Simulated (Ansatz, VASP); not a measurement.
## BeS: VASP beside Ansatz

```
Be S
1.0
     0.00000    2.36247    2.36247
     2.36247    0.00000    2.36247
     2.36247    2.36247    0.00000
Be S
1 1
Direct
  0.00000 0.00000 0.00000
  0.25000 0.25000 0.25000
```

Alike in both runs: task single point; functional PBE; k mesh 8 × 8 × 8; occupations gaussian, width 0.02 eV; no spin polarisation.

|  | VASP | Ansatz |
| --- | --- | --- |
| version | VASP 6.6.1 | Ansatz 0.2.0 |
| potentials or method | VASP PAW PBE potentials, release 64 (Be, S) | scalar-relativistic, plane waves, PAW |
| plane-wave cutoff (eV) | 520 | 420 |
| valence electrons in the cell | 8 | 8 |

```tsv
	VASP	Ansatz	Ansatz less VASP
gap on the k mesh at the Fermi level (eV)	2.92	2.92	-0.001
least direct gap on the mesh (eV)	5.62	5.60	-0.020
pressure (GPa)	10.5	10.5	0.00
```

A k mesh can miss the band edges. A hybrid or GW would open this gap; PBE tends to underestimate it.
